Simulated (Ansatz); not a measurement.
# TaN: relaxation of cell and atoms with PBE+D4

TaN:

```xyz
2
Lattice="0.0000 2.2113 2.2113 2.2113 0.0000 2.2113 2.2113 2.2113 0.0000" Properties=species:S:1:pos:R:3 pbc="T T T"
Ta    2.2113    2.2113    2.2113
N     0.0000    0.0000    0.0000
```

The cell comes from a database or a generator and needn't be the stable form of this composition.

```
Program             : Ansatz 0.2.0
Task                : relaxation of cell and atoms
Functional          : PBE
Dispersion          : D4
Potentials or basis : all-electron LAPW, scalar-relativistic
Basis error allowed : 0.001 eV/atom
k mesh              : 10 × 10 × 10
Occupations         : fermi-dirac, width 0.05 eV
Spin                : no spin polarisation
```

- Relaxed volume: 10.61 Å³/atom
- Relaxed cell: a = 3.107 Å, b = 3.107 Å, c = 3.107 Å, α = 60.00°, β = 60.00°, γ = 60.00°
- Space group after relaxing (to 0.05 Å): Fm-3m (No. 225)
- Energy gained by relaxing: 4.1 meV/atom
- Ionic steps: 5
- Pressure after relaxing: 0.0 GPa

The path:
```csv
step,energy change (eV),largest force (eV/Å),volume (Å³)
1,0.0000,0.0000,21.63
2,-0.0067,0.0000,21.04
3,-0.0082,0.0000,21.22
4,-0.0082,0.0000,21.21
5,-0.0082,0.0000,21.21
```

Final structure:
```
Ta N
1.0
     0.00000    2.19718    2.19718
     2.19718    0.00000    2.19718
     2.19718    2.19718    0.00000
Ta N
1 1
Cartesian
  2.1972 2.1972 2.1972
  0.0000 0.0000 0.0000
```

Wall time 40 s on 1 thread of Arm Neoverse V1, on a shared host, peak memory 0.35 GiB.

Spin-orbit coupling is left out, which matters for the levels of Ta.
